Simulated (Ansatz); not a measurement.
An ideal cubic perovskite cell is held by its symmetry; such compounds can tilt or shift off centre at room temperature.

**Evanescent states of CsPbI$_{3}$ (Pm-3m, cubic perovskite, 5 atoms a cell, 49.4 Å³ an atom) along the normal of (001)**

These are r2SCAN (plane waves, PAW; Ansatz, a first-principles code) values and carry that method's errors.

The gap is the functional's own, uncorrected, and κ follows it; spin-orbit coupling is left out. Mid-gap means the computed energy nearest the middle.

Energies count from the valence-band top; κ is the least over a 6×6 mesh across the current.

```tsv
E (eV)	κ (1/Å)	where
0.04	0.038	off Γ
0.14	0.062	off Γ
0.23	0.074	off Γ
0.32	0.083	off Γ
0.41	[?]	off Γ
0.49	[?]	off Γ
0.58	[?]	off Γ
0.68	[?]	off Γ
0.77	[?]	off Γ
0.85	[?]	off Γ
0.94	[?]	off Γ
1.03	[?]	off Γ
1.12	[?]	off Γ
1.22	[?]	off Γ
1.30	0.067	off Γ
1.40	0.058	off Γ
1.49	0.045	off Γ
1.57	0.024	off Γ
```

### Question
Some entries are withheld; supply them.

### Answer

- 0.41, κ (1/Å): 0.088
- 0.49, κ (1/Å): 0.091
- 0.58, κ (1/Å): 0.093
- 0.68, κ (1/Å): 0.094
- 0.77, κ (1/Å): 0.093
- 0.85, κ (1/Å): 0.091
- 0.94, κ (1/Å): 0.089
- 1.03, κ (1/Å): 0.085
- 1.12, κ (1/Å): 0.081
- 1.22, κ (1/Å): 0.075
